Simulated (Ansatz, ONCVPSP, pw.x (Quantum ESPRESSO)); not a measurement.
# Equation-of-state test of one ONCV potential (silicon)

* Element: silicon (Si)
* Generator: ONCVPSP 4.0.1.1 (patched build)
* Type: optimised norm-conserving Vanderbilt (ONCV)
* Functional: LDA (Perdew-Wang 92)
* Relativity: scalar-relativistic
* Frozen core: [Ne]
* Valence charge: 4
* Reference configuration: 3s2 3p2
* Partial waves: 3s: rc 1.95 bohr, ncon 4, nbas 9, qcut 4.1 1/bohr, 2 projectors, debl 3.5 Ha; 3p: rc 2.40 bohr, ncon 4, nbas 7, qcut 3.5 1/bohr, 2 projectors, debl 1.6 Ha; d scattering state at 0.07 Ha: rc 2.15 bohr, ncon 3, nbas 6, qcut 5.3 1/bohr, 3 projectors, debl 1.8 Ha
* Local potential: polynomial inside 1.65 bohr (lpopt 5, dvloc0 3 Ha)
* Core correction: none

Crystal test: bcc Si in pw.x 7.5, no spin, 15³ k-points, Fermi–Dirac smearing 0.01 Ry, cutoffs 35/140 Ry. The reference is all-electron LAPW (Ansatz 0.2.0) with the same functional, mesh and smearing; V0 and B0 come from Birch–Murnaghan fits to the pressures at five volumes. Errors are pseudo minus all-electron; Δ is the rms difference of the E(V) curves that follow from these fits, minima aligned, over ±6 % about the mean V0. Mesh and smearing are coarse, so the numbers serve the comparison and aren't converged zero-temperature values; the lattice is a test structure that the element need not adopt.

All-electron: a0 = 3.045 Å (V0 = 14.12 Å³/atom), B0 = 101.1 GPa.

Question: How far does the potential miss the all-electron equation of state?

Answer: mean pressure error (GPa): -0.11; a0 (Å): 3.044; a0 error (%): -0.03; B0 error (%): -0.9; Δ (meV/atom): 0.3.

```json
{"V (Å³/atom)": "13.383", "P all-electron (GPa)": "6.06", "P pseudo (GPa)": "5.87"}
{"V (Å³/atom)": "13.735", "P all-electron (GPa)": "2.95", "P pseudo (GPa)": "2.81"}
{"V (Å³/atom)": "14.087", "P all-electron (GPa)": "0.22", "P pseudo (GPa)": "0.12"}
{"V (Å³/atom)": "14.439", "P all-electron (GPa)": "-2.17", "P pseudo (GPa)": "-2.24"}
{"V (Å³/atom)": "14.791", "P all-electron (GPa)": "-4.26", "P pseudo (GPa)": "-4.31"}
```

Question: At the middle volume, how do free energy and pressure move when the wave cutoff is lowered (ecutrho kept at four times it)?

Answer:

| cutoff (Ry) | shift of F (meV/atom) | shift of P (GPa) |
| --- | --- | --- |
| 16 | +23.3 | -1.09 |
| 21 | +4.7 | -0.07 |
| 28 | +0.7 | -0.05 |

The run at the middle volume (120 k-points, 6 iterations) took about 3.3 s on one core of a shared host (Intel(R) Xeon(R) 6975P-C, 192 threads, 756 GiB, load 194).
